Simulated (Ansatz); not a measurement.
# Molybdenum, dhcp under BLYP: ground state and equation of state

Aim: take molybdenum in the dhcp structure, solve it on a dense k-mesh, then scale the cell to 7 volumes from 88 to 112 % of the relaxed one and try a fit of the equation of state. Spin polarisation is left out. The k-meshes are 17×17×5 for the dense run; 14×14×4 for the volumes.

Program: Ansatz 0.2.0. Level of theory: DFT BLYP, plane waves (420 eV) with PAW, scalar-relativistic; PAW files made under PBE, frozen cores solved again for the functional. These are calculated values, not measurements.

1 further run of the same task is left out (for a known fault of the program).

### 1 The system as given

It takes space group P6_3/mmc (No. 194, hexagonal). The conventional cell has a = 2.805 Å, b = 2.805 Å, c = 9.825 Å, α = 90.00°, β = 90.00°, γ = 120.00°. Mo (site symmetry -3m) is surrounded by 12 Mo at 2.80 to 2.94 Å. Around Mo (site symmetry -6m2) lie 12 Mo at 2.80 to 2.94 Å.

Structure file:

```cif
data_structure
_symmetry_space_group_name_H-M 'P 1'
_symmetry_Int_Tables_number 1
_cell_length_a 2.8048
_cell_length_b 2.8048
_cell_length_c 9.8252
_cell_angle_alpha 90.000
_cell_angle_beta 90.000
_cell_angle_gamma 120.000
_cell_volume 66.94
loop_
_atom_site_label
_atom_site_type_symbol
_atom_site_fract_x
_atom_site_fract_y
_atom_site_fract_z
_atom_site_occupancy
Mo1 Mo 0.00000 0.00000 0.00000 1
Mo2 Mo 0.00000 0.00000 0.50000 1
Mo3 Mo 0.33333 0.66667 0.25000 1
Mo4 Mo 0.66667 0.33333 0.75000 1
```

### 2 Dense single point

input.yaml

```yaml
crystal:
  lattice:
    - [2.8047919978, 0.0, 0.0]
    - [-1.4023959989, 2.4290211224, 0.0]
    - [0.0, 0.0, 9.8251707068]
  atoms:
    - { symbol: Mo, position: [0.0, 0.0, 1.0] }
    - { symbol: Mo, position: [1.0, 0.0, 0.5] }
    - { symbol: Mo, position: [0.3333333333, 0.6666666667, 0.25] }
    - { symbol: Mo, position: [0.6666666667, 0.3333333333, 0.75] }
hamiltonian:
  xc: blyp
  pseudopotentials:
    kind: paw
    azcp:
      Mo: "pseudopotentials/Mo.paw.azcp"
basis:
  ecutwfc: 420
  fft_grid_basis: typed
kpoints:
  mp_grid: { grid: [17, 17, 5], shift: [0, 0, 0] }
magnetization:
  spin_polarized: false
scf:
  occupations: { method: fermi_dirac, width: 0.1 }
```

Launch:

```bash
$ ansatz run input.yaml --threads 2 --pin off --max-ram 5120MiB --backend cpu --events-out ev --progress --plain --runs-dir out
```

Standard output (excerpt; [...] marks lines left out):

```text
Warning: RAYON_NUM_THREADS=2 ignored (pool sized by the plan → 2); use --threads N
[...]
Pseudopotentials: kind: paw
Pseudopotential: Mo, paw, valence charge 14, recommended cutoff 420 eV (normal), <dir>
Functional definition: BLYP
[...]
Crystal: 4 atoms, lattice volume = 66.938 Å³
Basis set: ecut = 420 eV, 1317 PW (Γ), exchange–correlation on 40×40×144 points (8 copies of the dense FFT grid, shifted against one another)
Bands: 34, of which v1, the nominal top of the filled ones, is band 28 counted from 1 (27 counted from 0)
Symmetry: 24 space group operations
Space group: P63/mmc (ITA 194), of the structure as read, at distance tolerance 4.1e-5 Å
k-points: 99 of 1445
[...]
SCF iter   1: F=—  HF=-19874.882960 eV  |F-HF|=—  |Δ(HF+E_count)|=         —  Δρ=1.53e-2  dr2=2.00e-1  ethr=1.77e-3  ⟨swp⟩=4.9  Hψ=11767  notcnv=0
[...]
SCF iter   6: F=-19874.828467 eV  HF=-19874.828467 eV  |F-HF|=4.99e-8  |Δ(HF+E_count)|=   1.08e-6  Δρ=1.24e-5  dr2=6.88e-8  ethr=1.79e-10  ⟨swp⟩=1.9  Hψ=9249  notcnv=0
[...]
SCF converged after 6 iterations
Free energy (F): -19874.828467 eV
[...]
E sigma→0 (E₀):  -19874.735756 eV
Entropy (-TS):   -0.185422 eV (-46.356 meV/atom)
Fermi energy:    19.698677 eV
[...]
```

It took 5.1 s on 2 threads of Arm Neoverse V1, shared host; peak memory 0.42 GiB.

### 3 Volume × 0.88

input.yaml: that of step 2 with these lines changed.

```diff
@@ -2,5 +2,5 @@
   lattice:
-    - [2.8047919978, 0.0, 0.0]
-    - [-1.4023959989, 2.4290211224, 0.0]
-    - [0.0, 0.0, 9.8251707068]
+    - [2.6877872146, 0.0, 0.0]
+    - [-1.3438936073, 2.3276920078, 0.0]
+    - [0.0, 0.0, 9.4153036047]
   atoms:
@@ -20,3 +20,3 @@
 kpoints:
-  mp_grid: { grid: [17, 17, 5], shift: [0, 0, 0] }
+  mp_grid: { grid: [14, 14, 4], shift: [0, 0, 0] }
 magnetization:
@@ -25 +25,4 @@
   occupations: { method: fermi_dirac, width: 0.1 }
+  lower_state_search: "off"
+output:
+  stress: true
```

Launch:

```bash
$ ansatz run input.yaml --threads 2 --pin off --max-ram 5120MiB --backend cpu --events-out ev --progress --plain --runs-dir out
```

Standard output (excerpt; [...] marks lines left out):

```text
Warning: RAYON_NUM_THREADS=2 ignored (pool sized by the plan → 2); use --threads N
[...]
[... 3 set-up lines as earlier in the session ...]
[...]
Crystal: 4 atoms, lattice volume = 58.905 Å³
Basis set: ecut = 420 eV, 1177 PW (Γ), exchange–correlation on 36×36×128 points (8 copies of the dense FFT grid, shifted against one another)
Bands: 34, of which v1, the nominal top of the filled ones, is band 28 counted from 1 (27 counted from 0)
[... 1 set-up line as earlier in the session ...]
Space group: P63/mmc (ITA 194), of the structure as read, at distance tolerance 3.9e-5 Å
k-points: 72 of 784
[...]
SCF iter   1: F=—  HF=-19874.075234 eV  |F-HF|=—  |Δ(HF+E_count)|=         —  Δρ=1.65e-2  dr2=1.94e-1  ethr=1.77e-3  ⟨swp⟩=5.0  Hψ=9193  notcnv=0
[...]
SCF iter   6: F=-19874.022326 eV  HF=-19874.022326 eV  |F-HF|=1.85e-8  |Δ(HF+E_count)|=   3.14e-7  Δρ=9.37e-6  dr2=3.11e-8  ethr=1.79e-10  ⟨swp⟩=2.9  Hψ=10193  notcnv=0
[...]
SCF converged after 6 iterations
Free energy (F): -19874.022326 eV
[...]
E sigma→0 (E₀):  -19873.942421 eV
Entropy (-TS):   -0.159811 eV (-39.953 meV/atom)
Fermi energy:    22.817736 eV
[...]
--- Stress (GPa, compression-positive) ---
       37.977434      -0.000000       0.000000
        0.000000      37.977434       0.000000
        0.000000       0.000000      31.451022
  P = ⅓ Tr σ = 35.8020 GPa (358.020 kbar)
```

Wall time 4.6 s (2 threads of Arm Neoverse V1, shared host); peak memory 0.38 GiB.

### 4 Volume × 0.92

input.yaml: that of step 3 with these lines changed.

```diff
@@ -2,5 +2,5 @@
   lattice:
-    - [2.6877872146, 0.0, 0.0]
-    - [-1.3438936073, 2.3276920078, 0.0]
-    - [0.0, 0.0, 9.4153036047]
+    - [2.7279093569, 0.0, 0.0]
+    - [-1.3639546785, 2.3624388023, 0.0]
+    - [0.0, 0.0, 9.5558512451]
   atoms:
```

Launch:

```bash
$ ansatz run input.yaml --threads 2 --pin off --max-ram 5120MiB --backend cpu --events-out ev --progress --plain --runs-dir out
```

Standard output (excerpt; [...] marks lines left out):

```text
Warning: RAYON_NUM_THREADS=2 ignored (pool sized by the plan → 2); use --threads N
[...]
[... 3 set-up lines as earlier in the session ...]
[...]
Crystal: 4 atoms, lattice volume = 61.583 Å³
Basis set: ecut = 420 eV, 1201 PW (Γ), exchange–correlation on 40×40×128 points (8 copies of the dense FFT grid, shifted against one another)
Bands: 34, of which v1, the nominal top of the filled ones, is band 28 counted from 1 (27 counted from 0)
[... 2 set-up lines as earlier in the session ...]
k-points: 72 of 784
[...]
SCF iter   1: F=—  HF=-19874.549844 eV  |F-HF|=—  |Δ(HF+E_count)|=         —  Δρ=1.61e-2  dr2=1.98e-1  ethr=1.77e-3  ⟨swp⟩=5.0  Hψ=8831  notcnv=0
[...]
SCF iter   6: F=-19874.495793 eV  HF=-19874.495793 eV  |F-HF|=2.22e-8  |Δ(HF+E_count)|=   8.04e-7  Δρ=1.03e-5  dr2=4.22e-8  ethr=1.79e-10  ⟨swp⟩=3.0  Hψ=9933  notcnv=0
[...]
SCF converged after 6 iterations
Free energy (F): -19874.495793 eV
[...]
E sigma→0 (E₀):  -19874.412255 eV
Entropy (-TS):   -0.167074 eV (-41.769 meV/atom)
Fermi energy:    21.690218 eV
[...]
--- Stress (GPa, compression-positive) ---
       22.684012       0.000000       0.000000
        0.000000      22.684012       0.000000
        0.000000       0.000000      18.708789
  P = ⅓ Tr σ = 21.3589 GPa (213.589 kbar)
```

Run time: 4.2 s. Hardware: 2 threads of Arm Neoverse V1, shared host; peak memory 0.39 GiB.

### 5 Volume × 0.96

input.yaml: that of step 4 with these lines changed.

```diff
@@ -2,5 +2,5 @@
   lattice:
-    - [2.7279093569, 0.0, 0.0]
-    - [-1.3639546785, 2.3624388023, 0.0]
-    - [0.0, 0.0, 9.5558512451]
+    - [2.7668847564, 0.0, 0.0]
+    - [-1.3834423782, 2.3961924884, 0.0]
+    - [0.0, 0.0, 9.6923818517]
   atoms:
```

Launch:

```bash
$ ansatz run input.yaml --threads 2 --pin off --max-ram 5120MiB --backend cpu --events-out ev --progress --plain --runs-dir out
```

Standard output (excerpt; [...] marks lines left out):

```text
Warning: RAYON_NUM_THREADS=2 ignored (pool sized by the plan → 2); use --threads N
[...]
[... 3 set-up lines as earlier in the session ...]
[...]
Crystal: 4 atoms, lattice volume = 64.260 Å³
Basis set: ecut = 420 eV, 1281 PW (Γ), exchange–correlation on 40×40×144 points (8 copies of the dense FFT grid, shifted against one another)
Bands: 34, of which v1, the nominal top of the filled ones, is band 28 counted from 1 (27 counted from 0)
[... 1 set-up line as earlier in the session ...]
Space group: P63/mmc (ITA 194), of the structure as read, at distance tolerance 4.0e-5 Å
k-points: 72 of 784
[...]
SCF iter   1: F=—  HF=-19874.805729 eV  |F-HF|=—  |Δ(HF+E_count)|=         —  Δρ=1.57e-2  dr2=1.98e-1  ethr=1.77e-3  ⟨swp⟩=4.8  Hψ=8747  notcnv=0
[...]
SCF iter   6: F=-19874.751196 eV  HF=-19874.751196 eV  |F-HF|=3.86e-8  |Δ(HF+E_count)|=   9.04e-7  Δρ=1.17e-5  dr2=5.68e-8  ethr=1.79e-10  ⟨swp⟩=2.9  Hψ=9714  notcnv=0
[...]
SCF converged after 6 iterations
Free energy (F): -19874.751196 eV
[...]
E sigma→0 (E₀):  -19874.663879 eV
Entropy (-TS):   -0.174633 eV (-43.658 meV/atom)
Fermi energy:    20.653889 eV
[...]
--- Stress (GPa, compression-positive) ---
       10.252724       0.000000      -0.000000
        0.000000      10.252724      -0.000000
       -0.000000      -0.000000       8.331572
  P = ⅓ Tr σ = 9.6123 GPa (96.123 kbar)
```

It took 4.3 s on 2 threads of Arm Neoverse V1, shared host; peak memory 0.39 GiB.

### 6 Volume × 1.0

input.yaml: that of step 5 with these lines changed.

```diff
@@ -2,5 +2,5 @@
   lattice:
-    - [2.7668847564, 0.0, 0.0]
-    - [-1.3834423782, 2.3961924884, 0.0]
-    - [0.0, 0.0, 9.6923818517]
+    - [2.8047919978, 0.0, 0.0]
+    - [-1.4023959989, 2.4290211224, 0.0]
+    - [0.0, 0.0, 9.8251707068]
   atoms:
@@ -28 +28,5 @@
   stress: true
+  write_density: true
+  write_potential: true
+  elf: true
+  volumetric_format: npy
```

Launch:

```bash
$ ansatz run input.yaml --threads 2 --pin off --max-ram 5120MiB --backend cpu --events-out ev --progress --plain --runs-dir out
```

Standard output (excerpt; [...] marks lines left out):

```text
Warning: RAYON_NUM_THREADS=2 ignored (pool sized by the plan → 2); use --threads N
[...]
[... 3 set-up lines as earlier in the session ...]
[...]
Crystal: 4 atoms, lattice volume = 66.938 Å³
Basis set: ecut = 420 eV, 1317 PW (Γ), exchange–correlation on 40×40×144 points (8 copies of the dense FFT grid, shifted against one another)
Bands: 34, of which v1, the nominal top of the filled ones, is band 28 counted from 1 (27 counted from 0)
[... 2 set-up lines as earlier in the session ...]
k-points: 72 of 784
[...]
SCF iter   1: F=—  HF=-19874.883298 eV  |F-HF|=—  |Δ(HF+E_count)|=         —  Δρ=1.53e-2  dr2=1.97e-1  ethr=1.77e-3  ⟨swp⟩=4.8  Hψ=8534  notcnv=0
[...]
SCF iter   6: F=-19874.829289 eV  HF=-19874.829289 eV  |F-HF|=4.94e-8  |Δ(HF+E_count)|=   1.10e-6  Δρ=1.23e-5  dr2=6.71e-8  ethr=1.79e-10  ⟨swp⟩=6.3  Hψ=15392  notcnv=0
[...]
SCF converged after 6 iterations
Free energy (F): -19874.829289 eV
[...]
E sigma→0 (E₀):  -19874.738068 eV
Entropy (-TS):   -0.182441 eV (-45.610 meV/atom)
Fermi energy:    19.698009 eV
[...]
--- Stress (GPa, compression-positive) ---
        0.151556       0.000000       0.000000
        0.000000       0.151556       0.000000
        0.000000       0.000000      -0.109053
  P = ⅓ Tr σ = 0.0647 GPa (0.647 kbar)
--- Band table (eV; the first three rows and the last of 72) ---
[...]
```

Wall time 6.3 s (2 threads of Arm Neoverse V1, shared host); peak memory 0.4 GiB.

Density in a lattice plane of the grid's cell (edges 2.80 and 9.83 Å, at 0.000 of the third edge), which holds Mo.

Ten even steps from '0' (0.22 e/Å³) to '9' (6.35 e/Å³):
```
740004
000000
000000
000000
001210
000000
000000
000000
740004
981018
740004
000000
000000
000000
001210
000000
000000
000000
740004
981018
```
Columns run along the first of these edges and rows up along the second, over one cell in 6 and 20 even steps from the bottom left corner. Atoms in the plane (fractional): Mo at (0.00, 0.00), Mo at (0.00, 0.50).

ELF in the same plane.

Values, 12 rows by 6 columns:
```
0.58 0.35 0.20 0.35 0.20 0.35
0.48 0.38 0.20 0.17 0.20 0.38
0.39 0.27 0.37 0.54 0.37 0.27
0.48 0.38 0.20 0.17 0.20 0.38
0.58 0.35 0.20 0.35 0.20 0.35
0.25 0.71 0.38 0.29 0.38 0.71
0.58 0.35 0.20 0.35 0.20 0.35
0.48 0.38 0.20 0.17 0.20 0.38
0.39 0.27 0.37 0.54 0.37 0.27
0.48 0.38 0.20 0.17 0.20 0.38
0.58 0.35 0.20 0.35 0.20 0.35
0.25 0.71 0.38 0.29 0.38 0.71
```
Columns run along the first of these edges and rows up along the second, over one cell in 6 and 12 even steps from the bottom left corner. Atoms in the plane (fractional): Mo at (0.00, 0.00), Mo at (0.00, 0.50).

Both are smooth fields of the valence electrons: close to the nuclei they are not physical.

The highest ELF values outside the cores: 0.49 between the atoms, 1.8 Å from Mo.

### 7 Volume × 1.04

input.yaml: that of step 6 with these lines changed.

```diff
@@ -2,5 +2,5 @@
   lattice:
-    - [2.8047919978, 0.0, 0.0]
-    - [-1.4023959989, 2.4290211224, 0.0]
-    - [0.0, 0.0, 9.8251707068]
+    - [2.8417013883, 0.0, 0.0]
+    - [-1.4208506942, 2.4609855923, 0.0]
+    - [0.0, 0.0, 9.9544640957]
   atoms:
@@ -28,5 +28 @@
   stress: true
-  write_density: true
-  write_potential: true
-  elf: true
-  volumetric_format: npy
```

Launch:

```bash
$ ansatz run input.yaml --threads 2 --pin off --max-ram 5120MiB --backend cpu --events-out ev --progress --plain --runs-dir out
```

Standard output (excerpt; [...] marks lines left out):

```text
Warning: RAYON_NUM_THREADS=2 ignored (pool sized by the plan → 2); use --threads N
[...]
[... 3 set-up lines as earlier in the session ...]
[...]
Crystal: 4 atoms, lattice volume = 69.615 Å³
Basis set: ecut = 420 eV, 1353 PW (Γ), exchange–correlation on 40×40×144 points (8 copies of the dense FFT grid, shifted against one another)
Bands: 34, of which v1, the nominal top of the filled ones, is band 28 counted from 1 (27 counted from 0)
[... 2 set-up lines as earlier in the session ...]
k-points: 72 of 784
[...]
SCF iter   1: F=—  HF=-19874.816612 eV  |F-HF|=—  |Δ(HF+E_count)|=         —  Δρ=1.48e-2  dr2=1.95e-1  ethr=1.77e-3  ⟨swp⟩=4.8  Hψ=8398  notcnv=0
[...]
SCF iter   6: F=-19874.763347 eV  HF=-19874.763347 eV  |F-HF|=6.40e-8  |Δ(HF+E_count)|=   1.37e-6  Δρ=1.34e-5  dr2=8.65e-8  ethr=1.79e-10  ⟨swp⟩=3.0  Hψ=9919  notcnv=0
[...]
SCF converged after 6 iterations
Free energy (F): -19874.763347 eV
[...]
E sigma→0 (E₀):  -19874.668121 eV
Entropy (-TS):   -0.190452 eV (-47.613 meV/atom)
Fermi energy:    18.813421 eV
[...]
--- Stress (GPa, compression-positive) ---
       -8.041785      -0.000000       0.000000
       -0.000000      -8.041785       0.000000
        0.000000       0.000000      -6.966133
  P = ⅓ Tr σ = -7.6832 GPa (-76.832 kbar)
```

Wall time 4.5 s (2 threads of Arm Neoverse V1, shared host); peak memory 0.4 GiB.

### 8 Volume × 1.08

input.yaml: that of step 7 with these lines changed.

```diff
@@ -2,5 +2,5 @@
   lattice:
-    - [2.8417013883, 0.0, 0.0]
-    - [-1.4208506942, 2.4609855923, 0.0]
-    - [0.0, 0.0, 9.9544640957]
+    - [2.877676111, 0.0, 0.0]
+    - [-1.4388380555, 2.492140616, 0.0]
+    - [0.0, 0.0, 10.0804833483]
   atoms:
```

Launch:

```bash
$ ansatz run input.yaml --threads 2 --pin off --max-ram 5120MiB --backend cpu --events-out ev --progress --plain --runs-dir out
```

Standard output (excerpt; [...] marks lines left out):

```text
Warning: RAYON_NUM_THREADS=2 ignored (pool sized by the plan → 2); use --threads N
[...]
[... 3 set-up lines as earlier in the session ...]
[...]
Crystal: 4 atoms, lattice volume = 72.293 Å³
Basis set: ecut = 420 eV, 1425 PW (Γ), exchange–correlation on 40×40×144 points (8 copies of the dense FFT grid, shifted against one another)
Bands: 34, of which v1, the nominal top of the filled ones, is band 28 counted from 1 (27 counted from 0)
[... 1 set-up line as earlier in the session ...]
Space group: P63/mmc (ITA 194), of the structure as read, at distance tolerance 4.2e-5 Å
k-points: 72 of 784
[...]
SCF iter   1: F=—  HF=-19874.632889 eV  |F-HF|=—  |Δ(HF+E_count)|=         —  Δρ=1.44e-2  dr2=1.93e-1  ethr=1.77e-3  ⟨swp⟩=4.7  Hψ=8340  notcnv=0
[...]
SCF iter   6: F=-19874.580687 eV  HF=-19874.580687 eV  |F-HF|=6.78e-8  |Δ(HF+E_count)|=   1.48e-6  Δρ=1.35e-5  dr2=9.82e-8  ethr=1.79e-10  ⟨swp⟩=3.0  Hψ=9971  notcnv=0
[...]
SCF converged after 6 iterations
Free energy (F): -19874.580687 eV
[...]
E sigma→0 (E₀):  -19874.481351 eV
Entropy (-TS):   -0.198673 eV (-49.668 meV/atom)
Fermi energy:    17.992358 eV
[...]
--- Stress (GPa, compression-positive) ---
      -14.667523      -0.000000       0.000000
        0.000000     -14.667523       0.000000
        0.000000       0.000000     -12.525271
  P = ⅓ Tr σ = -13.9534 GPa (-139.534 kbar)
```

It took 4.6 s on 2 threads of Arm Neoverse V1, shared host; peak memory 0.4 GiB.

### 9 Volume × 1.12

input.yaml: that of step 8 with these lines changed.

```diff
@@ -2,5 +2,5 @@
   lattice:
-    - [2.877676111, 0.0, 0.0]
-    - [-1.4388380555, 2.492140616, 0.0]
-    - [0.0, 0.0, 10.0804833483]
+    - [2.9127731811, 0.0, 0.0]
+    - [-1.4563865905, 2.5225355703, 0.0]
+    - [0.0, 0.0, 10.2034281889]
   atoms:
```

Launch:

```bash
$ ansatz run input.yaml --threads 2 --pin off --max-ram 5120MiB --backend cpu --events-out ev --progress --plain --runs-dir out
```

Standard output (excerpt; [...] marks lines left out):

```text
Warning: RAYON_NUM_THREADS=2 ignored (pool sized by the plan → 2); use --threads N
[...]
[... 3 set-up lines as earlier in the session ...]
[...]
Crystal: 4 atoms, lattice volume = 74.970 Å³
Basis set: ecut = 420 eV, 1451 PW (Γ), exchange–correlation on 40×40×144 points (8 copies of the dense FFT grid, shifted against one another)
Bands: 34, of which v1, the nominal top of the filled ones, is band 28 counted from 1 (27 counted from 0)
[... 2 set-up lines as earlier in the session ...]
k-points: 72 of 784
[...]
SCF iter   1: F=—  HF=-19874.354526 eV  |F-HF|=—  |Δ(HF+E_count)|=         —  Δρ=1.41e-2  dr2=1.90e-1  ethr=1.77e-3  ⟨swp⟩=4.5  Hψ=8178  notcnv=0
[...]
SCF iter   7: F=-19874.303738 eV  HF=-19874.303738 eV  |F-HF|=3.15e-9  |Δ(HF+E_count)|=   1.08e-7  Δρ=2.99e-6  dr2=5.23e-9  ethr=1.79e-10  ⟨swp⟩=4.0  Hψ=7773  notcnv=0
[...]
SCF converged after 7 iterations
Free energy (F): -19874.303738 eV
[...]
E sigma→0 (E₀):  -19874.200167 eV
Entropy (-TS):   -0.207144 eV (-51.786 meV/atom)
Fermi energy:    17.228142 eV
[...]
--- Stress (GPa, compression-positive) ---
      -20.000534       0.000000       0.000000
        0.000000     -20.000534       0.000000
        0.000000       0.000000     -17.014835
  P = ⅓ Tr σ = -19.0053 GPa (-190.053 kbar)
```

It took 4.8 s on 2 threads of Arm Neoverse V1, shared host; peak memory 0.41 GiB.

### 10 The equation of state

The cell was scaled evenly, with its shape and the fractional positions fixed.

| V (Å³/atom) | E − E₀ (meV/atom) | P from the stress (GPa) | P from the fit (GPa) |
| --- | --- | --- | --- |
| 14.726 | 198.9 | 35.80 | 35.67 |
| 15.396 | 81.4 | 21.36 | 21.12 |
| 16.065 | 18.5 | 9.61 | 9.36 |
| 16.734 | 0.0 | 0.06 | -0.17 |
| 17.404 | 17.4 | -7.68 | -7.91 |
| 18.073 | 64.1 | -13.95 | -14.20 |
| 18.743 | 134.4 | -19.01 | -19.32 |

A third-order Birch-Murnaghan fit gives V₀ = 16.721 Å³/atom, B₀ = 215 GPa and B₀′ = 4.2; it misses no point by more than 0.07 meV/atom.

The fit is made to E(σ → 0), while the stress belongs to the free energy F; that is one source of the offset between the two pressures.

### 11 Outcome

| quantity | value |
| --- | --- |
| space group (spins left aside) | P6_3/mmc (No. 194) |
| conventional cell | a = 2.805 Å, c = 9.825 Å (c/a = 3.503) |
| volume | 16.734 Å³/atom |
| shortest distance | 2.805 Å |
| gap on the mesh | none (levels filled in part) |
| relative to bcc | +387 meV/atom |
| V₀, B₀, B₀′ | 16.721 Å³/atom, 215 GPa, 4.2 |

What this shows: Against the reference form of molybdenum (bcc, computed apart with the same settings) it stands 387 meV/atom higher. Levels at the Fermi energy are filled in part, as in a metal. B₀ comes out at 215 GPa; letting shape and positions relax at each volume could only lower it.
